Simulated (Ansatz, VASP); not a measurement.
**One calculation of Ge, two programs**

File INCAR:

```
PREC = Accurate
ENCUT = 520
EDIFF = 1E-7
ISMEAR = -1
SIGMA = 0.05
LREAL = False
LASPH = True
NELM = 100
ALGO = Normal
ISIF = 2
LWAVE = False
LCHARG = False
GGA = B5
ALDAX = 1.0
AGGAX = 1.0
AGGAC = 1.0
ALDAC = 0.0
```

Contents of KPOINTS:

```
regular mesh
0
Gamma
  5 5 5
```

Contents of POSCAR:

```
Ge
1.0
    0.0000000000      2.8857400000      5.1156650000
    2.6304970000      0.0000000000      5.1156650000
    2.6304970000      2.8857400000      0.0000000000
Ge
4
Direct
    0.7264900000      0.2735100000      0.7264900000
    0.2735100000      0.7264900000      0.2735100000
    0.2181330000      0.2181330000      0.7818670000
    0.7818670000      0.7818670000      0.2181330000
```

The input KPOINTS_OPT:

```
path GYCDXGZD1HC,C1Z,XH1,HY,LG
10
line-mode
reciprocal
 0.0000000000  0.0000000000  0.0000000000  G
 0.5000000000  0.0000000000  0.5000000000  Y

 0.5000000000  0.0000000000  0.5000000000  Y
 0.5000000000  0.1083705569  0.6083705569  C

 0.5000000000  0.1083705569  0.6083705569  C
 0.0286819066  0.5000000000  0.5286819066  D

 0.0286819066  0.5000000000  0.5286819066  D
 0.0000000000  0.5000000000  0.5000000000  X

 0.0000000000  0.5000000000  0.5000000000  X
 0.0000000000  0.0000000000  0.0000000000  G

 0.0000000000  0.0000000000  0.0000000000  G
 0.5000000000  0.5000000000  0.0000000000  Z

 0.5000000000  0.5000000000  0.0000000000  Z
 0.9713180934  0.5000000000  0.4713180934  D1

 0.9713180934  0.5000000000  0.4713180934  D1
 0.9098640972  0.4098640972  0.5000000000  H

 0.9098640972  0.4098640972  0.5000000000  H
 0.5000000000  0.1083705569  0.6083705569  C

 0.5000000000  0.8916294431  0.3916294431  C1
 0.5000000000  0.5000000000  0.0000000000  Z

 0.0000000000  0.5000000000  0.5000000000  X
 0.0901359028  0.5901359028  0.5000000000  H1

 0.9098640972  0.4098640972  0.5000000000  H
 0.5000000000  0.0000000000  0.5000000000  Y

 0.5000000000  0.5000000000  0.5000000000  L
 0.0000000000  0.0000000000  0.0000000000  G
```

The input input.yaml:

```yaml
crystal:
  lattice:
    - [0.0, 2.88574, 5.115665]
    - [2.630497, 0.0, 5.115665]
    - [2.630497, 2.88574, 0.0]
  atoms:
    - { symbol: Ge, position: [0.72649, 0.27351, 0.72649] }
    - { symbol: Ge, position: [0.27351, 0.72649, 0.27351] }
    - { symbol: Ge, position: [0.218133, 0.218133, 0.781867] }
    - { symbol: Ge, position: [0.781867, 0.781867, 0.218133] }
hamiltonian:
  xc: blyp
  pseudopotentials: { kind: paw }
kpoints:
  mp_grid: { grid: [5, 5, 5] }
  band_path:
    path:
      - [[0.0, 0.0, 0.0], [0.5, 0.0, 0.5], [0.5, 0.1083705569, 0.6083705569], [0.0286819066, 0.5, 0.5286819066], [0.0, 0.5, 0.5], [0.0, 0.0, 0.0], [0.5, 0.5, 0.0], [0.9713180934, 0.5, 0.4713180934], [0.9098640972, 0.4098640972, 0.5], [0.5, 0.1083705569, 0.6083705569]]
      - [[0.5, 0.8916294431, 0.3916294431], [0.5, 0.5, 0.0]]
      - [[0.0, 0.5, 0.5], [0.0901359028, 0.5901359028, 0.5]]
      - [[0.9098640972, 0.4098640972, 0.5], [0.5, 0.0, 0.5]]
      - [[0.5, 0.5, 0.5], [0.0, 0.0, 0.0]]
    npoints: 14
scf:
  occupations: { method: fermi_dirac, width: 0.05 }
  n_extra_bands: 10
output:
  forces: true
  stress: true
  eigenvalues: true
  fatbands: true
  write_density: true
  write_potential: true
  elf: true
  volumetric_format: npy
```

This isn't the form of Ge at room conditions, which is diamond.

Alike in both runs: task band structure; functional BLYP; k mesh 5 × 5 × 5; occupations fermi-dirac, width 0.05 eV; no spin polarisation.

```csv
,VASP,Ansatz
version,VASP 6.6.1,Ansatz 0.2.0
potentials or method,"VASP PAW PBE potentials, release 64 (Ge_d)",Ansatz PAW
plane-wave cutoff (eV),520,420
valence electrons in the cell,56,56
```

|  | VASP | Ansatz | Ansatz less VASP |
| --- | --- | --- | --- |
| gap on the k mesh at the Fermi level (eV) | none | none | - |
| pressure (GPa) | 6.1 | 6.0 | -0.13 |
| largest component of the traceless stress (GPa) | 0.61 | 0.61 | -0.008 |
| rms of the force components (eV/Å) | 0.049 | 0.050 | +0.0008 |

Atom by atom the forces differ by 0.001 eV/Å (rms over components). A gap of «none» marks a metal or a gap that the smearing closes.

Caveats: the PAW data sets were made with another functional, which shifts forces and pressure a little (VASP); the PAW data sets come from PBE, with cores solved anew for the run's functional, which leaves a small shift of forces and pressure (Ansatz).
